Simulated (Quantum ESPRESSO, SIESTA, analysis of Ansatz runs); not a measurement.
# SiC (F-43m):N_Si, a ladder of methods on one cell (SIESTA and Quantum ESPRESSO), part 2 of 3

Question: at which Fermi levels does N_Si in SiC (F-43m) change its charge, and how much of the answer depends on the basis and the program? The model is a cell of 54 host atoms with 1 Si taken out and 1 N put in.

SIESTA and Quantum ESPRESSO ; SIESTA numerical-orbital DFT, PBEsol, DZP basis, PseudoDojo 0.4.1 potentials converted to PSML; charged supercells in a uniform background, point-charge correction with alignment at far sites.

So far. Step 2 (Band edges): The gap at this level is 1.23 eV.

## (3) Relaxing each charge state

Level of this step: SIESTA numerical-orbital DFT, PBEsol, DZP basis, PseudoDojo 0.4.1 potentials converted to PSML; relaxation of all atoms of a defect supercell (SIESTA).

Each state starts from the atoms near the defect displaced at random, so that no symmetry of the ideal site is imposed. An odd electron count needs spin polarisation, and the total moment is held fixed to keep the state apart from its neighbours in spin. Charge 0 is shown in full.

The input, defect.fdf:

```
SystemName                      Si26C27N
SystemLabel                     defect
NumberOfSpecies                 3
NumberOfAtoms                   54
%block ChemicalSpeciesLabel
  1   14 Si
  2    6 C
  3    7 N
%endblock ChemicalSpeciesLabel
LatticeConstant                 1.0 Ang
%block LatticeVectors
     0.000003000     6.564408000     6.564408000
     6.564408000     0.000003000     6.564408000
     6.564408000     6.564408000     0.000003000
%endblock LatticeVectors
AtomicCoordinatesFormat         Fractional
%block AtomicCoordinatesAndAtomicSpecies
     0.006069843    -0.002833917    -0.003605843  1
     0.083332324     0.083332324     0.083332324  2
     0.000035731     0.006193366     0.329844840  1
     0.083653996     0.078064798     0.422133176  2
    -0.003885834     0.000111880     0.664326921  1
     0.080384364     0.079007768     0.755080792  2
    -0.001337342     0.331992828    -0.003700462  1
     0.077001901     0.419579947     0.086384616  2
     0.000001066     0.333334400     0.333334400  1
     0.083332324     0.416665657     0.416665657  2
     0.000001066     0.333334400     0.666667733  1
     0.086795083     0.412977475     0.746086944  2
    -0.004902965     0.668508947     0.005130125  1
     0.089721701     0.749377326     0.080742001  2
     0.000001066     0.666667733     0.333334400  1
     0.087993607     0.751800699     0.415899653  2
    -0.005012300     0.672316597     0.665729196  1
     0.089634332     0.749171252     0.748409006  2
     0.333334400     0.000001066     0.000001066  1
     0.416665657     0.083332324     0.083332324  2
     0.328308488    -0.000673506     0.333351485  1
     0.415758524     0.088094963     0.418417447  2
     0.338849823     0.000223359     0.666153249  1
     0.416665657     0.083332324     0.749998991  2
     0.332033993     0.328355916     0.000708686  1
     0.418235391     0.420529468     0.077019624  2
     0.333334400     0.333334400     0.333334400  1
     0.422114550     0.411464301     0.417329613  2
     0.329597040     0.332871209     0.672951994  1
     0.417265460     0.416888663     0.744236505  2
     0.337559566     0.661444663     0.002988571  1
     0.416665657     0.749998991     0.083332324  2
     0.339903824     0.664521658     0.330637852  1
     0.421224227     0.744614262     0.415091395  2
     0.338443438     0.665585976     0.668018181  3
     0.411882936     0.747980898     0.751406474  2
     0.666667733     0.000001066     0.000001066  1
     0.749998991     0.083332324     0.083332324  2
     0.667522921    -0.004024280     0.330673514  1
     0.749998991     0.083332324     0.416665657  2
     0.666667733     0.000001066     0.666667733  1
     0.749998991     0.083332324     0.749998991  2
     0.662559411     0.331052094     0.005981062  1
     0.749998991     0.416665657     0.083332324  2
     0.660341075     0.337186855     0.334362532  1
     0.748773773     0.415137386     0.413023015  2
     0.671071730     0.336098779     0.664709331  1
     0.743870453     0.417434796     0.751019771  2
     0.666667733     0.666667733     0.000001066  1
     0.749998991     0.749998991     0.083332324  2
     0.662265202     0.664612032     0.339166748  1
     0.747152529     0.747764253     0.423206914  2
     0.666373494     0.663013558     0.664353492  1
     0.749998991     0.749998991     0.749998991  2
%endblock AtomicCoordinatesAndAtomicSpecies
%block kgrid.MonkhorstPack
    2   0   0  0.50
    0   2   0  0.50
    0   0   2  0.50
%endblock kgrid.MonkhorstPack
XC.Functional                   GGA
XC.Authors                      PBEsol
PAO.BasisSize                   DZP
PAO.EnergyShift                 0.005 Ry
Mesh.Cutoff                     300 Ry
Spin                            polarized
%block DM.InitSpin
    18   0.200
    30   0.200
    34   0.200
    35   0.200
    36   0.200
%endblock DM.InitSpin
Spin.Fix                        true
Spin.Total                      1.0
OccupationFunction              FD
ElectronicTemperature           0.01 eV
MaxSCFIterations                150
SCF.MustConverge                true
SCF.Mixer.Method                Pulay
SCF.Mixer.Weight                0.1
SCF.Mixer.History               10
SCF.DM.Tolerance                3.0e-4
SCF.H.Tolerance                 3.0e-3 eV
WriteForces                     true
Charge.Mulliken                 end
SaveRho                         true
SaveElectrostaticPotential      true
Charge.Hirshfeld                end
Charge.Voronoi                  end
MD.TypeOfRun                    Broyden
MD.Steps                        90
MD.MaxForceTol                  0.04 eV/Ang
MD.MaxDispl                     0.15 Ang
WriteCoorStep                   true
AtomCoorFormatOut               Fractional
```

Run with:

```console
$ OMP_NUM_THREADS=1 siesta defect.fdf > defect.out
```

Output:

```text
Version         : 5.4.2

                           ***********************
                           *  WELCOME TO SIESTA  *
                           ***********************

[...]
reinit: Reading from file defect.fdf

reinit: -----------------------------------------------------------------------
reinit: System Name: Si26C27N
reinit: -----------------------------------------------------------------------
reinit: System Label: defect
reinit: -----------------------------------------------------------------------

[...]
initatom: Reading input for the pseudopotentials and atomic orbitals ----------
Species number:   1 Atomic number:   14 Label: Si
Species number:   2 Atomic number:    6 Label: C
Species number:   3 Atomic number:    7 Label: N

[... pseudopotential checks and orbital generation ...]

prinput: Basis input

PAO.BasisType split

%block ChemicalSpeciesLabel
    1   14 Si                      # Species index, atomic number, species label
    2    6 C                       # Species index, atomic number, species label
    3    7 N                       # Species index, atomic number, species label
%endblock ChemicalSpeciesLabel

%block PAO.Basis                 # Define Basis set
# WARNING: This information might be incomplete!
Si                    2                    # Species label, number of l-shells
 n=3   0   2                         # n, l, Nzeta
   5.819      3.988
   1.000      1.000
 n=3   1   2 P   1                   # n, l, Nzeta, Polarization, NzetaPol
   7.489      5.207
   1.000      1.000
C                     2                    # Species label, number of l-shells
 n=2   0   2                         # n, l, Nzeta
   4.859      3.157
   1.000      1.000
 n=2   1   2 P   1                   # n, l, Nzeta, Polarization, NzetaPol
   5.984      3.889
   1.000      1.000
N                     2                    # Species label, number of l-shells
 n=2   0   2                         # n, l, Nzeta
   4.265      2.697
   1.000      1.000
 n=2   1   2 P   1                   # n, l, Nzeta, Polarization, NzetaPol
[...]
%endblock PAO.Basis

prinput: ----------------------------------------------------------------------

coor:   Atomic-coordinates input format  =     Fractional

[...]
siesta: System type = bulk

initatomlists: Number of atoms, orbitals, and projectors:     54   702   692

[... echo of the settings ...]

siesta: k-grid: Number of k-points = 4
siesta: k-points from Monkhorst-Pack grid
siesta: k-cutoff (effective) =     9.283 Ang
siesta: k-point supercell and displacements
siesta: k-grid:     2     0     0      0.500
siesta: k-grid:     0     2     0      0.500
siesta: k-grid:     0     0     2      0.500

diag: Algorithm                                     = D&C
diag: Absolute tolerance                            =  0.100E-15
diag: Orthogonalization factor                      =  0.100E-05

superc: Internal auxiliary supercell:     3 x     3 x     3  =      27
superc: Number of atoms, orbitals, and projectors:   1458  18954  18684

                     ====================================
                        Begin Broyden opt. move =      0
                     ====================================

[...]
superc: Internal auxiliary supercell:     3 x     3 x     3  =      27
superc: Number of atoms, orbitals, and projectors:   1458  18954  18684

outcell: Unit cell vectors (Ang):
        0.000003    6.564408    6.564408
        6.564408    0.000003    6.564408
        6.564408    6.564408    0.000003

outcell: Cell vector modules (Ang)   :    9.283475    9.283475    9.283475
outcell: Cell angles (23,13,12) (deg):     60.0000     60.0000     60.0000
outcell: Cell volume (Ang**3)        :    565.7394
[...]
Initializing Density Matrix...

[...]
DM filled with atomic data (user-defined):

InitMesh: MESH = 80 x 80 x 80 = 512000
InitMesh: Mesh cutoff (required, used) =   300.000   307.859 Ry

[...]
iscf     Eharris(eV)        E_KS(eV)     FreeEng(eV)     dDmax     Ef_up Ef_dn(eV) dHmax(eV)
   scf:    1    -7382.034146    -7636.442069    -7636.442069  0.904490 -5.528749 -7.924983  8.788063
[...]
scf:    2    -7676.962860    -7657.791147    -7657.791147  0.046551 -5.412220 -7.764162  5.052735
[...]
scf:    3    -7696.983748    -7682.353201    -7682.353201  0.086807 -5.267478 -6.685977  4.088083
[...]
scf:    4    -7685.132504    -7684.471700    -7684.471700  0.025078 -5.103392 -6.529432  0.775363
[...]
scf:    5    -7684.424805    -7684.482772    -7684.482773  0.013265 -5.136257 -6.513323  1.017064
[...]
scf:    6    -7684.561379    -7684.529861    -7684.529861  0.006025 -5.123530 -6.494550  0.233098
[...]
scf:    7    -7684.549926    -7684.546507    -7684.546507  0.006398 -5.117468 -6.471836  0.430660
[...]
scf:    8    -7684.549981    -7684.550828    -7684.550828  0.002915 -5.128030 -6.470801  0.082382
[...]
scf:    9    -7684.551612    -7684.551682    -7684.551682  0.001858 -5.128296 -6.468057  0.105725
[...]
scf:   10    -7684.552223    -7684.552004    -7684.552004  0.000412 -5.130978 -6.467460  0.038174
[...]
spin moment: {S} , |S| = {        0.0        0.0    1.00000 }     1.00000

SCF Convergence by DM+H criterion
[...]
scf:    2    -7686.086478    -7686.122491    -7686.122491  0.012666 -4.897325 -6.480767  0.718155
[...]
scf:    3    -7686.141984    -7686.138971    -7686.138971  0.010451 -4.881769 -6.479971  0.016393
[...]
scf:    4    -7686.139032    -7686.139007    -7686.139007  0.000080 -4.881749 -6.480229  0.009113
[...]
scf:    5    -7686.139023    -7686.139017    -7686.139017  0.000080 -4.881628 -6.480513  0.003921
[...]
scf:    6    -7686.139018    -7686.139018    -7686.139018  0.000112 -4.881770 -6.480442  0.001863
     spin moment: {S} , |S| = {        0.0        0.0    1.00000 }     1.00000

SCF Convergence by DM+H criterion
[...]
SCF cycle converged after 6 iterations

[...]
siesta: E_KS(eV) =            -7686.1390

siesta: Atomic forces (eV/Ang):
     1   -0.003557    0.003213   -0.000619
     2   -0.001777    0.003087   -0.000360
     3    0.001352    0.000865    0.001042
     4    0.001019   -0.000254   -0.000954
     5   -0.008874    0.001350   -0.003242
     6   -0.004453   -0.000987   -0.002314
     7    0.001773    0.005903   -0.001993
     8    0.000443    0.005585    0.001833
     9    0.001648    0.010482    0.007036
    10    0.007657    0.005627    0.004401
[...]
50    0.001410   -0.006284    0.002306
    51    0.001325   -0.003667   -0.005843
    52    0.000638   -0.009351   -0.006056
    53   -0.000971    0.004895    0.011858
    54   -0.001633    0.001259    0.003359
   Tot    0.004037   -0.001000    0.003756
   Max    0.035316
   Res    0.006969    sqrt( Sum f_i^2 / 3N )
   Max    0.035316    constrained

Stress tensor Voigt[x,y,z,yz,xz,xy] (kbar):       34.46       34.48       34.72        4.57        4.52        3.47
[...]
outcoor: Relaxed atomic coordinates (fractional):
   -0.00040161   -0.00030688    0.00032036   1       1  Si
    0.08316464    0.08299591    0.08335686   2       2  C
   -0.00005904   -0.00009119    0.33321219   1       3  Si
    0.08312659    0.08346373    0.41645776   2       4  C
    0.00448632   -0.00125336    0.66501957   1       5  Si
    0.08273387    0.08367702    0.75046118   2       6  C
   -0.00020993    0.33282774    0.00029431   1       7  Si
    0.08286402    0.41588171    0.08415794   2       8  C
   -0.00007854    0.33297306    0.33363581   1       9  Si
    0.08333342    0.41616691    0.41681823   2      10  C
    0.00012061    0.33307931    0.66632366   1      11  Si
    0.08310193    0.41620160    0.75013971   2      12  C
    0.00449269    0.66439480   -0.00050823   1      13  Si
    0.08280890    0.74982467    0.08441802   2      14  C
    0.00037392    0.66572120    0.33378989   1      15  Si
    0.08345140    0.74976405    0.41659114   2      16  C
    0.00452081    0.66473833    0.66515386   1      17  Si
    0.10680422    0.74236019    0.74348061   2      18  C
    0.33279067   -0.00029044   -0.00009191   1      19  Si
    0.41642529    0.08288838    0.08309800   2      20  C
[...]
0.33352838    0.66635140    0.66888645   3      35  N
[...]
0.66687954    0.33279083    0.33314066   1      45  Si
    0.75040432    0.41590299    0.41649077   2      46  C
    0.66558805    0.33729619    0.66505067   1      47  Si
    0.75071172    0.41546603    0.75039911   2      48  C
    0.66686000    0.66562859    0.00001209   1      49  Si
    0.75022536    0.74911877    0.08318253   2      50  C
    0.66618858    0.66446344    0.33752752   1      51  Si
    0.75095801    0.74968809    0.41626919   2      52  C
    0.66554774    0.66375797    0.66460393   1      53  Si
    0.74958318    0.74951266    0.74994870   2      54  C

[...]
siesta: Final energy (eV):
siesta:  Band Struct. =   -2743.816105
siesta:       Kinetic =    4338.934566
siesta:       Hartree =     915.974820
[...]
siesta:         Exch. =   -2469.091740
siesta:         Corr. =    -305.582007
[...]
siesta:   Exch.-corr. =   -2774.673747
siesta:  Ion-electron =   -5903.334072
siesta:       Ion-ion =   -4263.040586
[...]
siesta:         Total =   -7686.139018
siesta:      Fermi_up =      -4.881770
siesta:      Fermi_dn =      -6.480442

siesta: Stress tensor (static) (eV/Ang**3):
siesta:     0.021511    0.002169    0.002823
siesta:     0.002169    0.021519    0.002855
siesta:     0.002823    0.002855    0.021671

siesta: Cell volume =        565.739362 Ang**3

siesta: Pressure (static):
siesta:                Solid            Molecule  Units
siesta:          -0.00023490         -0.00023376  Ry/Bohr**3
siesta:          -0.02156735         -0.02146241  eV/Ang**3
siesta:         -34.55470980        -34.38657303  kBar

[...]
mulliken: Qtot =      109.000

[...]
mulliken: Qtot =      108.000

Mulliken Atomic Populations:
Atom #   charge [q] valence [e]      Sz [e]  Species
     1    -0.105339    4.105339    0.018984  Si
     2     0.115407    3.884593    0.002320  C
     3    -0.104824    4.104824    0.018443  Si
     4     0.126501    3.873499    0.003422  C
     5    -0.111427    4.111427    0.042080  Si
     6     0.125993    3.874007    0.002581  C
     7    -0.104589    4.104589    0.018417  Si
     8     0.126459    3.873541    0.003372  C
     9    -0.120521    4.120521    0.023714  Si
    10     0.111611    3.888389    0.002441  C
    11    -0.122838    4.122838    0.019210  Si
    12     0.125800    3.874200    0.001894  C
    13    -0.112014    4.112014    0.043147  Si
    14     0.125778    3.874222    0.002656  C
    15    -0.122564    4.122564    0.019386  Si
    16     0.125798    3.874202    0.001929  C
    17    -0.106440    4.106440    0.025280  Si
    18     0.015635    3.984365    0.040224  C
    19    -0.132241    4.132241    0.018856  Si
    20     0.116774    3.883226    0.007736  C
[...]
35     0.123235    4.876765    0.072077  N
[...]
45    -0.105388    4.105388    0.018446  Si
    46     0.126585    3.873415    0.003420  C
    47    -0.111630    4.111630    0.042076  Si
    48     0.125964    3.874036    0.002583  C
    49    -0.132392    4.132392    0.018843  Si
    50     0.116609    3.883391    0.007737  C
    51    -0.112653    4.112653    0.043180  Si
    52     0.125850    3.874150    0.002654  C
    53    -0.105427    4.105427    0.030101  Si
    54     0.113405    3.886595    0.006130  C
 Total     0.000000                1.000000

[...]
Job completed
```

Run time: 57 min. Hardware: 1 MPI rank of Arm Neoverse V2, shared host; peak memory 1.2 GiB.

The steps and moves of this run count from the displaced start.

Relaxation path:

```
step  energy less that of the first step (eV)  largest force (eV/Å)
   0                                   0.0000                2.0185
   1                                  -1.1161                0.9982
   2                                  -1.3147                0.7965
   3                                  -1.4298                0.6488
   4                                  -1.5216                0.4363
   5                                  -1.5754                0.2195
   6                                  -1.5833                0.1091
   7                                  -1.5860                0.0688
   8                                  -1.5869                0.0441
```

The atoms that moved most (Å):

```
atom      dx      dy      dz  length
 C30   0.143  -0.057   0.095   0.181
 C34   0.141   0.080  -0.080   0.181
 C36  -0.113  -0.090  -0.078   0.164
 C18  -0.077   0.080   0.068   0.130
Si23  -0.024  -0.061  -0.065   0.092
Si17  -0.054   0.059   0.013   0.081
Si13  -0.064   0.025   0.035   0.077
 Si5  -0.004   0.060   0.046   0.075
```

Neighbours of N35 at the end:

```
atom  distance (Å)
 C36         1.676
 C18         1.719
 C30         1.720
 C34         1.750
Si31         3.044
Si23         3.049
Si53         3.051
Si13         3.062
Si25         3.063
Si47         3.069
 Si5         3.070
Si17         3.079
Si29         3.081
Si21         3.082
Si51         3.082
Si33         3.093
```

Energies on the run's own zero. States near gap, by row:

```
spin  k  band  energy (eV)  filled by count
  up  0   105       -7.285                1
  up  0   106       -7.284                1
  up  0   107        -6.78                1
  up  0   108       -6.776                1
  up  0   109       -5.441                1
  up  0   110       -4.398                0
  up  0   111        -4.38                0
  up  0   112       -4.371                0
  up  0   113       -3.642                0
  up  1   105       -7.419                1
  up  1   106       -7.349                1
  up  1   107       -7.117                1
  up  1   108       -6.905                1
  up  1   109       -5.054                1
  up  1   110       -4.715                0
  up  1   111       -3.817                0
  up  1   112       -3.771                0
  up  1   113       -3.317                0
down  0   104       -7.379                1
down  0   105       -7.274                1
down  0   106       -7.272                1
down  0   107       -6.768                1
down  0   108       -6.763                1
down  0   109       -5.321                0
down  0   110       -4.324                0
down  0   111       -4.307                0
down  0   112       -4.299                0
down  1   104       -7.467                1
down  1   105       -7.405                1
down  1   106       -7.336                1
down  1   107       -7.103                1
down  1   108       -6.894                1
down  1   109       -4.965                0
down  1   110       -4.633                0
down  1   111       -3.739                0
down  1   112       -3.707                0
```

Spin density in the ac plane at fractional y = 0.667, through the centre, with atoms of Si and N within 0.45 Å of it.

Ten even steps from '0' (-0.05 × 1e-2 e/Å³) to '9' (9.56 × 1e-2 e/Å³), each cell a mean:
```
00000000000000000000000000
00000000000000000000000000
00000000000000000000000000
00000000000000000000000000
00011000000000000000000000
00011000000000000000000000
00001003420000000000000000
00000016742000000000000000
00000003994000000000000000
00000000232000000000000000
00000000000000000000000000
00000000001110000000000000
00000000001111000000000000
00000000000000000000000000
00000000000000000000000000
00000000000000000000000000
00000000000000000000000000
00000000000000000000000000
00000000000000000000000000
00000000000000000000000000
00000000000000000000000000
00000000000000000000000000
00000000000000000000000000
00000000000000000000000000
```
Columns run along a (9.3 Å), rows up along c (9.3 Å). Atoms in or near the plane, at fractional coordinates: Si at (0.00, 0.00), Si at (0.00, 0.33), Si at (0.00, 0.67), Si at (0.33, 0.00), Si at (0.33, 0.34), N at (0.33, 0.67), Si at (0.67, 0.00), Si at (0.67, 0.34), Si at (0.67, 0.66).

[end of part 2 of 3]

[Logs are printed without paths, hosts, clocks, repeated set-up lines and the standing remarks that a program may print on its own settings, such as how far it seeks lower states.]

[Hosts, paths, dates, database ids (printed as entryN), source tags and the programs' standing remarks are cut or masked in the printed files.]

[For some hosts the program warned that the k-mesh of the response run may be too coarse for force constants and the static dielectric constant; such warnings are not shown here.]

[Charge tables in the logs are Mulliken or Hirshfeld populations, whose sizes and signs can differ; where basis functions stand at a vacancy, SIESTA counts their charge against the missing atom's valence.]

[In relaxation paths of CP2K, step 0 can be the structure after the first move, since the trajectory file begins there, and the last row can be the final structure solved once more.]
